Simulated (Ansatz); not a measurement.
## A film clamped to a substrate in ZnS

Method: DFT r2SCAN, scalar-relativistic, plane waves, PAW in Ansatz. Settings: plane waves to 500 eV, k-mesh 6×6×2 (Γ-centred), Gaussian smearing 0.05 eV. No spin polarisation. Energies are free energies at this smearing, counted from the undisturbed cell; pressure is positive in compression.

Zero of the scan (relaxed at this level):

```yaml
crystal:
  lattice:
    - [3.80874, 0.00000, 0.00000]
    - [-1.90437, 3.29846, 0.00000]
    - [0.00000, 0.00000, 12.46647]
  atoms:
    - { symbol: Zn, position: [0.00000, 0.00000, 0.00011] }
    - { symbol: Zn, position: [0.00000, 0.00000, 0.50011] }
    - { symbol: Zn, position: [0.33333, 0.66667, 0.25007] }
    - { symbol: Zn, position: [0.66667, 0.33333, 0.75007] }
    - { symbol: S, position: [0.00000, 0.00000, 0.18724] }
    - { symbol: S, position: [0.00000, 0.00000, 0.68724] }
    - { symbol: S, position: [0.33333, 0.66667, 0.43758] }
    - { symbol: S, position: [0.66667, 0.33333, 0.93758] }
```

The cell (8 atoms, V0 = 156.62 Å³) is strained by p along both x and y and by q along z, fractional coordinates fixed. τp = (1/V0) ∂E/∂p = (σxx + σyy)(1 + p)(1 + q) and τq = (1/V0) ∂E/∂q = σzz(1 + p)², with tension positive.

| p | q | ΔE (meV/atom) | τp (GPa) | τq (GPa) |
| --- | --- | --- | --- | --- |
| 0.000 | 0.000 | 0.00 | 0.01 | 0.00 |
| -0.015 | 0.000 | 5.90 | -6.60 | -0.92 |
| 0.015 | 0.000 | 5.37 | 5.72 | 0.86 |
| 0.000 | -0.015 | 2.57 | -0.90 | -2.87 |
| 0.000 | 0.015 | 2.32 | 0.88 | 2.47 |

Question: Get the second derivatives of the energy density.

Answer: Central differences give A = ∂τp/∂p = 411 GPa (C11 + C22 + 2 C12), C = ∂τq/∂q = 178 GPa (C33) and the cross term B = ∂τq/∂p = 60 GPa (C13 + C23); ∂τp/∂q = 60 GPa must equal B, and any difference shows higher-order terms. The ions are clamped.

Question: A film of this crystal grows with z along the normal on a substrate that imposes p. How does its thickness respond, and what does the misfit cost?

Answer: Count p and q from the stress-free cell. A free surface needs τq = 0, so q = −(B/C) p = -0.33 p. The energy density left is (A − B²/C) p²/2 = M p², with the biaxial modulus M = 195 GPa; a misfit of 1 % costs 2.39 meV/atom, against 2.51 meV/atom if the thickness were held.

At p = 0.030 the energies along q are 24.8 (q = -0.030), 19.9 (q = -0.015), 20.5 (q = 0.000), 25.8 (q = 0.015), 35.2 (q = 0.030) meV/atom.

Question: Does the linear rule hold at this misfit?

Answer: A parabola through the lowest point and its neighbours has its minimum at q = -0.009, 19.5 meV/atom. With the stress left in the starting cell, τp0 and τq0, linear elasticity gives q = −(τq0 + Bp)/C = -0.010 and E = V0(τp0 p + τq0 q + Ap²/2 + Bpq + Cq²/2)/N = 21.5 meV/atom. The two agree within a tenth in energy.

Forces appear on the atoms along this scan, and letting them relax would lower the energy and soften the response.

Thickness relaxation recovers little of the misfit energy here, 2.39 against 2.51 meV/atom at 1 % misfit, because the coupling between in-plane and normal strain is weak. That weakness is largely a product of the fixed fractional coordinates. In a tetrahedral network, bond bending is much softer than bond stretching, and internal displacements let the Zn-S bonds rotate rather than change length. Here they must stretch, which raises the normal stiffness and suppresses the Poisson contraction. The thickness response of -0.33 is therefore well below what is known for ZnS, and a real film should thin noticeably more under tension.

The linear rule overestimates the energy at the larger tensile misfit, 21.5 against 19.5 meV/atom, as expected from anharmonicity: bonds soften on stretching, while short-range repulsion stiffens them on compression. The smaller strains show the same asymmetry along both directions. A compressive misfit of equal size would thus probably cost more than the linear estimate. The elastic energy alone doesn't determine the thickness at which misfit dislocations would relieve the strain.
